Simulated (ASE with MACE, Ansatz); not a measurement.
# HO:Si(100)-2x1 and GeCl4: energies of the steps

Which steps of the reaction of GeCl4 with HO:Si(100)-2x1 release energy, and how far does that hang on the level of theory?

Calculated with Ansatz 0.2.0: Kohn-Sham DFT, PBE+D3(BJ), PAW (set soft_2), plane waves; cutoff 420 eV, fermi-dirac smearing of 0.025 eV (for the slabs). Every cell is relaxed with this functional, then solved at fixed geometry with r2SCAN+D4, PBE, RPBE+D3(BJ) and HSE06+D3(BJ). Cutoffs: 420 eV for PBE+D3(BJ), PBE, RPBE+D3(BJ) and HSE06+D3(BJ); 500 eV for r2SCAN+D4.

**The cells**

The cell holds 108 atoms: 60 Si, 36 H and 12 O. Cell: a = 15.472 Å, b = 11.604 Å, c = 24.448 Å, α = 90.0°, β = 90.0°, γ = 90.0°. It derives from Si (HO:Si(100)-2x1). The starting structure: Diamond Si(100), 4 x 3 surface cells, five layers, dimers with one OH on each atom, bottom capped by H (lattice constants typed as starting values near PBE's), about 15 Å of vacuum, lower atoms held. Vacuum lies along c. 48 atoms are held.

- GeCl4 on HO:Si(100)-2x1: one whole molecule of GeCl4 lowered over an O-H group, eased by MACE.
- GeCl4 after losing HCl on HO:Si(100)-2x1: the H of one O-H group replaced by the Ge fragment of GeCl4 less one ligand, eased by MACE.
- GeCl4 fragment with one ligand changed to OH on HO:Si(100)-2x1: the bound fragment with one more ligand replaced by OH, eased by MACE.

Molecules sit alone in boxes of 12 to 15 Å, at Γ at every level, with a smearing of 0.01 eV.

The input of the single point on the relaxed bare surface:

```yaml
crystal:
  lattice:
    - [15.4715, 0.0, 0.0]
    - [0.0, 11.60362, 0.0]
    - [0.0, 0.0, 24.4476]
  atoms:
    - { symbol: Si, position: [0.0, 0.0, 0.07586] }
    - { symbol: Si, position: [0.125, 0.0, 0.13179] }
    - { symbol: Si, position: [0.12502, 0.16659, 0.18406] }
    - { symbol: Si, position: [0.00406, 0.1664, 0.24186] }
    [... 102 atom lines left out ...]
    - { symbol: O, position: [0.74177, 0.65722, 0.35486] }
    - { symbol: H, position: [0.7458, 0.7305, 0.37387] }
kpoints:
  mp_grid: { grid: [1, 1, 1] }
hamiltonian:
  xc: pbe
  dispersion: d3bj
scf:
  occupations: { method: fermi_dirac, width: 0.025 }
output:
  forces: true
  populations: true
  dos:
    method: { smearing: { sigma: 0.08 } }
    de: 0.1
    projected: { site_lists: { H: [H], O: [O], Si: [Si] } }
  eigenvalues: true
  write_density: true
  write_potential: true
  volumetric_format: npy
```

```
                                                          cell          formula  k-mesh  relaxation steps  gain on relaxing (eV)  free energy, PBE+D3(BJ) (eV)  Kohn-Sham gap (eV)  time of its runs on this page
                                                HO:Si(100)-2x1       Si60H36O12   1×1×1                21                   1.01                    -45538.764                1.07                           73 s
                                       GeCl4 on HO:Si(100)-2x1  Si60GeH36Cl4O12   1×1×1                36                   1.22                    -54157.088                0.90                        1.8 min
                      GeCl4 after losing HCl on HO:Si(100)-2x1  Si60GeH35Cl3O12   1×1×1                43                   1.08                    -53060.433                1.06                        2.2 min
GeCl4 fragment with one ligand changed to OH on HO:Si(100)-2x1  Si60GeH36Cl2O13   1×1×1                35                   0.91                    -52563.008                1.06                          2 min
                                                         GeCl4            GeCl4   1×1×1                 4                   0.01                     -8617.808                4.44                           21 s
                                                           H2O              H2O   1×1×1                 4                   0.15                      -599.231                6.23                           18 s
                                                           HCl              HCl   1×1×1                 4                   0.03                     -1096.239                6.80                           16 s
```

The gap is that between the highest filled and lowest empty Kohn-Sham level; a dash marks none computed or no clear gap.

**Reaction energies**

Products less reactants, from the free energies above and their like at the other levels, in eV; negative values release energy:

| change | PBE+D3(BJ) | r2SCAN+D4 | PBE | RPBE+D3(BJ) | HSE06+D3(BJ) |
| --- | --- | --- | --- | --- | --- |
| adsorption of GeCl4 | -0.52 | -0.48 | -0.09 | -0.54 | -0.56 |
| ligand exchange: surface + GeCl4 → bound fragment + HCl | -0.10 | -0.10 | 0.31 | -0.02 | -0.17 |
| co-reactant step: bound fragment + H2O → OH + HCl | 0.42 | 0.35 | 0.30 | 0.54 | 0.45 |

Worked for the first row at PBE+D3(BJ): (-54157.088) − (-45538.764) − (-8617.808) = -0.516 eV (from unrounded energies).

**What the relaxations did**

Bonds are pairs closer than 1.18 times the sum of covalent radii; a bond counts as made or broken only if it crosses from under that bound to over 1.3 times, or back. All concern the added atoms.

| cell | bonds to the surface at the end | nearest contact (Å) | made in DFT | broken in DFT | largest move (Å) |
| --- | --- | --- | --- | --- | --- |
| GeCl4 on HO:Si(100)-2x1 | none | Cl–H 2.41 | none | none | 2.45 |
| GeCl4 after losing HCl on HO:Si(100)-2x1 | 1 Ge–O | Ge–O 1.75 | none | none | 1.77 |
| GeCl4 fragment with one ligand changed to OH on HO:Si(100)-2x1 | 1 Ge–O | Ge–O 1.74 | none | none | 1.18 |

**Findings**

Row 1 releases 0.52 eV at PBE+D3(BJ). The molecule stays whole, with no bond to the surface by this rule. A surface atom stands 1.7 Å from its place in the starting slab, so the energy holds a rearrangement of the surface too. At the same geometries the levels give -0.56 (HSE06+D3(BJ)) to -0.09 eV (PBE) and the D3 term supplies -0.43 eV of it. Row 2 releases 0.10 eV at PBE+D3(BJ). At the same geometries the levels give -0.17 (HSE06+D3(BJ)) to 0.31 eV (PBE), so its sign hangs on the dispersion term and the D3 term supplies -0.41 eV of it. Row 3 costs 0.42 eV at PBE+D3(BJ). At the same geometries the levels give 0.30 (PBE) to 0.54 eV (RPBE+D3(BJ)) and the D3 term supplies +0.12 eV of it. Counted from the adsorbed state, the exchange costs 0.42 eV, with the by-product taken away as gas.

Limits: These are static energies with no barriers, zero-point energy or heat. Where a gas molecule is taken up, its entropy is lost, which at room temperature and above is worth several tenths of an eV to over 1 eV a molecule and isn't counted. All slabs, the starting one too, were first eased by a machine-learned potential, and one starting arrangement a cell was relaxed; others may lie lower. Only one face is changed, and the cells carry no dipole correction. Levels with D3 or D4 differ in the size of their dispersion terms as well as in the functional. In some runs the program notes that positions were snapped to a detected symmetry and the exchange-correlation potential is rough where the density is thin.

[Logs are printed without paths, hosts, clocks, repeated set-up lines and the standing remarks that a program may print on its own settings, such as how far it seeks lower states.]

[Hosts, paths, dates, database ids (printed as entryN), source tags and the programs' standing remarks are cut or masked in the printed files.]
